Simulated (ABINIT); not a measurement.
The system is TiO.

```
Ti O
1.0
     2.85161    0.00000    0.00000
    -1.42580    2.46956    0.00000
     0.00000    0.00000    5.56750
Ti O
2 2
Direct
  0.66667 0.33333 0.75000
  0.33333 0.66667 0.25000
  0.00000 0.00000 0.50000
  0.00000 0.00000 0.00000
```

The cell comes from a database or a generator and needn't be the stable form of this composition.

Base run:

| Quantity | Value |
| --- | --- |
| Program | ABINIT 10.8.3 (patched build) |
| Functional | PBEsol |
| Potentials or basis | PseudoDojo NC SR PBEsol v0.4.1 standard |
| Cutoff | 1143 eV |
| k mesh | 11 × 11 × 5 |
| Occupations | fermi-dirac, width 0.05 eV |
| Spin | no spin polarisation |

Its results: band gap on the k mesh none (metal or under the smearing width); pressure -10.4 GPa.

Q: The run is repeated on the same cell with these changes: functional from PBEsol to LDA; potentials or basis from PseudoDojo NC SR PBEsol v0.4.1 standard to JTH PAW LDA v2.0; cutoff from 1143 eV to 626 eV. What comes out?

A: Band gap on the k mesh none (metal or under the smearing width); pressure -16.9 GPa.

Caveats: semilocal functionals often make such compounds metallic where correlation or magnetic order opens a gap, which also shifts bond lengths.
